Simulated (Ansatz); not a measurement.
EuO in the rocksalt structure

Level of theory: LDA+U, U_eff = 8.0 eV (Dudarev form) on Eu f, fully localised double counting, collinear spin, scalar-relativistic, 420 eV, PAW set soft_2 (made for PBE), 6×6×6 mesh, Gaussian smearing of 0.05 eV; plane-wave PAW code Ansatz.

```yaml
crystal:
  lattice:
    - [0.00000, 2.57195, 2.57195]
    - [2.57195, 0.00000, 2.57195]
    - [5.14390, 5.14390, 0.00000]
  atoms:
    - { symbol: Eu, position: [0.50000, 0.50000, 0.25000] }
    - { symbol: O, position: [0.00000, 0.00000, 0.00000] }
    - { symbol: Eu, position: [0.50000, 0.50000, 0.75000] }
    - { symbol: O, position: [0.00000, 0.00000, 0.50000] }
```

The structure type is one reported for this compound, at the reported volume. The cell shown is twice the primitive one, so that more magnetic patterns fit.

Cell and atoms stay fixed. Atoms count from 1 in the text and from 0 in parts of the program's output.

Two runs on this cell converged from different starts. The ends of their outputs, energies left out (λ are the eigenvalues of a shell's occupation matrix):

Run A:

```
Magnetization: 0.0000 μB (23.0000 up, 23.0000 down)
Absolute magnetization: 14.0743 μB (∫|ρ↑−ρ↓|, with the PAW one-centre terms)
Per-site moments (μB) at R_I (Å): [(6.75153, 1.06093), (0.00000, 1.06093), (-6.75153, 1.06093), (0.00000, 1.06093)]
Fermi energy:    12.102715 eV
--- Forces (eV/Å), atoms counted from 1 ---
  atom   1  Eu     0.00000000     0.00000000     0.00000000
  atom   2  O      0.00000000     0.00000000     0.00000000
  atom   3  Eu     0.00000000     0.00000000     0.00000000
  atom   4  O      0.00000000     0.00000000     0.00000000
--- Stress (GPa, compression-positive) ---
       -5.523501       0.104697      -0.104697
        0.104697      -5.523501      -0.104697
       -0.104697      -0.104697      -5.523501
  P = ⅓ Tr σ = -5.5235 GPa (-55.235 kbar)
--- Löwdin populations: 4 sites ---
  site symbol       q [e]    m [muB]
     0     Eu     16.4339     7.0290
     1      O      6.5328     0.0000
     2     Eu     16.4339    -7.0290
     3      O      6.5328     0.0000
--- Occupation matrices: 2 shells (run DFT+U table (all-electron-ortho-atomic); ε = 5.20e-5) ---
  Eu0 f_4F up     Tr n = 6.9655  λ = 0.993 0.994 0.994 0.994 0.997 0.997 0.997
  Eu0 f_4F dn     Tr n = 0.0183  λ = 0.000 0.002 0.002 0.002 0.004 0.004 0.004
  Eu2 f_4F up     Tr n = 0.0183  λ = 0.000 0.002 0.002 0.002 0.004 0.004 0.004
  Eu2 f_4F dn     Tr n = 6.9655  λ = 0.993 0.994 0.994 0.994 0.997 0.997 0.997
```

Run B:

```
Magnetization: 4.0000 μB (25.0000 up, 21.0000 down)
Absolute magnetization: 10.7567 μB (∫|ρ↑−ρ↓|, with the PAW one-centre terms)
Per-site moments (μB) at R_I (Å): [(6.75608, 1.06093), (-0.02170, 1.06093), (-2.92616, 1.06093), (-0.02170, 1.06093)]
Entropy (-TS):   -0.000025 eV (-0.006 meV/atom)
Fermi energy:    12.635497 eV
--- Forces (eV/Å), atoms counted from 1 ---
  atom   1  Eu     0.00000000     0.00000000     0.00000000
  atom   2  O     -0.04974769    -0.04954239     0.06437058
  atom   3  Eu     0.00000000     0.00000000     0.00000000
  atom   4  O      0.04974769     0.04954239    -0.06437058
--- Stress (GPa, compression-positive) ---
       -6.396096       0.239031       0.013176
        0.239106      -6.401057       0.005287
        0.013035       0.005184      -6.373671
  P = ⅓ Tr σ = -6.3903 GPa (-63.903 kbar)
--- Löwdin populations: 4 sites ---
  site symbol       q [e]    m [muB]
     0     Eu     16.4414     7.0571
     1      O      6.5286    -0.0277
     2     Eu     16.4353    -3.0042
     3      O      6.5286    -0.0277
--- Occupation matrices: 2 shells (run DFT+U table (all-electron-ortho-atomic); ε = 2.00e-2, under-converged) ---
  Eu0 f_4F up     Tr n = 6.9640  λ = 0.993 0.994 0.994 0.994 0.997 0.997 0.997
  Eu0 f_4F dn     Tr n = 0.0181  λ = 0.000 0.002 0.002 0.002 0.004 0.004 0.004
  Eu2 f_4F up     Tr n = 1.9781  λ = 0.002 0.002 0.002 0.004 0.005 0.975 0.988
  Eu2 f_4F dn     Tr n = 4.9784  λ = 0.002 0.003 0.993 0.993 0.994 0.996 0.997
```

Problem. Which run lies higher in energy, by how much, and why?

Solution. Run B, by 1185.1 meV/atom. Run B has a gap of 0.17 eV; run A has a gap of 1.47 eV. Run B kept 2 symmetry operations, run A 12. Flag on run B: occupations loosely converged. On Eu3, N↑ − N↓ is 3.00 in size in run B against 6.95 in run A: with fewer parallel spins, run B lacks part of the exchange energy behind Hund's first rule. With J = 0 the Hubbard energy is (U/2) Σ λ(1 − λ), a penalty on fractional natural occupations. The sums Σ λ(1 − λ) over the cell's shells are 0.11 for run A and 0.14 for run B, which at U/2 = 4.00 eV give 0.42 and 0.55 eV per cell. The two differ by 0.13 eV, within U times the program's tolerance on the occupations (0.02), so the Hubbard term itself makes little of the difference of 4.74 eV per cell, though U shapes both states.

Every start opposed the Eu moments, so their parallel order wasn't tried.

In the lower state the fixed cell carries a pressure of -5.5 GPa (the cell is larger than this level of theory would relax to); relaxing would change energies and could change the order of close states.

Run B started from: random orbitals: pairs of harmonics, lower spin (6+1, 5+2 electrons), moments Eu1 5.00; Eu3 -3.00 μB, occupations held for 12 iterations. Run A started from: typed shells with each spin channel wholly full or empty (7+0 electrons), moments Eu1 7.00; Eu3 -7.00 μB, occupations held until the density converged. At this level the cell was started in 7 ways, of which 1 didn't converge. Run A holds the lowest state found for this cell, which doesn't make it the ground state. In the lowest free state the Eu 4f shell holds 6.98 electrons, the count of the divalent ion that the formula's charges ask for. Spin–orbit coupling is left out. U wasn't fitted or computed for this material, so the results show what this U gives and needn't match the real solid. The program marks an occupation table as loosely converged. Gaps are Kohn–Sham gaps over the k-mesh alone and may be smaller between its points.
